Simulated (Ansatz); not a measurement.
Runs of Ansatz 0.2.0 on TaS2. The structure is trigonal, space group P-3m1 (No. 164). The conventional cell has a = 3.350 Å, b = 3.350 Å, c = 5.860 Å, α = 90.00°, β = 90.00°, γ = 120.00°. Ta (site symmetry -3m) is surrounded by 6 S at 2.43 Å. S (site symmetry 3m) has 3 Ta at 2.43 Å as nearest neighbours. 

```tsv
task	level	potentials or basis	U	k mesh	cutoff (eV)	points for each segment of the path	hubbard projectors	double counting	atoms under strain	mesh quality	gap on the mesh (eV)	pressure (GPa)	largest force (eV/Å)
band structure	PBE+U	Ansatz PAW	Ta d U = 8 eV	9 × 9 × 5	420	14	ortho-atomic (the default)	fll (the default)	-	not flagged	none	(a)	1.32
density of states	r2SCAN	Ansatz PAW	-	9 × 9 × 5	500	-	-	-	-	not flagged	none	7.8	1.00
elastic constants	LDA	Ansatz PAW	-	8 × 8 × 4	420	-	-	-	relaxed	not flagged	none	(b)	-
single point	LC-wPBE	Ansatz PAW	-	5 × 5 × 3	420	-	-	-	-	coarse	none	4.0	(c)
band structure	PBEsol+U	Ansatz PAW	Ta d U = 6 eV	9 × 9 × 5	420	14	ortho-atomic (the default)	fll (the default)	-	not flagged	none	7.8	1.12
band structure	PBE	Ansatz NC with PseudoDojo standard (PBE files)	-	9 × 9 × 5	1000	14	-	-	-	not flagged	none	9.1	1.22
```

Alike in all rows: no spin polarisation; cell as given; smearing fermi-dirac 0.05 eV.

**Question.** Estimate the missing entries.

**Answer.** (a) 14.3; (b) -3.0; (c) 0.61.

Caveats: some runs use coarse meshes; forces of over 1 eV/Å show positions far from the minimum, so gaps and moduli don't describe the material at rest (some runs); the PAW data sets come from PBE, with cores solved anew for the run's functional, which leaves a small shift of forces and pressure (some runs); spin-orbit coupling is left out, which moves the levels of the heavy elements (some runs); this functional lacks dispersion, which binds the layers, so the pressure and a relaxed spacing across them are unreliable (some runs); U without spin polarisation on a metal has little footing (some runs); the cell is more than 3 GPa from zero pressure, which shifts response properties (some runs); elastic constants of metals need much finer meshes, so these are rough (some runs).

A k mesh can miss the band edges, and the runs leave out spin-orbit coupling on Ta.

A gap of «none» marks a metal or a gap under the smearing width.

The runs don't all hold the same shells in valence.
